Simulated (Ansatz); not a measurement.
The system is GaAs.

```
As Ga
1.0
     0.00000    2.82685    2.82685
     2.82685    0.00000    2.82685
     2.82685    2.82685    0.00000
As Ga
1 1
Direct
  0.75000 0.75000 0.75000
  0.00000 0.00000 0.00000
```

Program: Ansatz 0.2.0. Alike in all runs: cell as given.

Order these runs on this cell by their band gap on the k mesh, lowest first.
A. level HISS; potentials or basis SPMS NC; spin off; k mesh 5 × 5 × 5; cutoff (eV) 925; smearing gaussian 0.025 eV; mesh quality not flagged
B. level HSE06+D3(BJ)-ATM; potentials or basis Ansatz NC; spin collinear, zero start; k mesh 4 × 4 × 4; cutoff (eV) 1143; smearing fermi-dirac 0.05 eV; other keys scf.n_extra_bands = 32; hamiltonian.dispersion = d3bjatm; mesh quality coarse
C. level r2SCAN; potentials or basis Ansatz PAW; spin SOC, no magnetisation; k mesh 8 × 8 × 8; cutoff (eV) 500; smearing fixed; mesh quality not flagged
D. level r2SCANh; potentials or basis Ansatz PAW; spin off; k mesh 5 × 5 × 5; cutoff (eV) 600; smearing fermi-dirac 0.025 eV; other keys scf.lower_state_search = light; basis.ecutwfc = 600 eV; mesh quality not flagged

C (0.91 eV), B (1.27 eV), D (1.52 eV), A (2.06 eV).

Caveats: some runs use coarse meshes; odd divisions of the mesh miss points on the zone boundary, where band edges often lie, so the gap on the mesh can be too wide (some runs).

A k mesh can miss the band edges, odd and even meshes differently.

Runs at the PBE level aren't shown here.
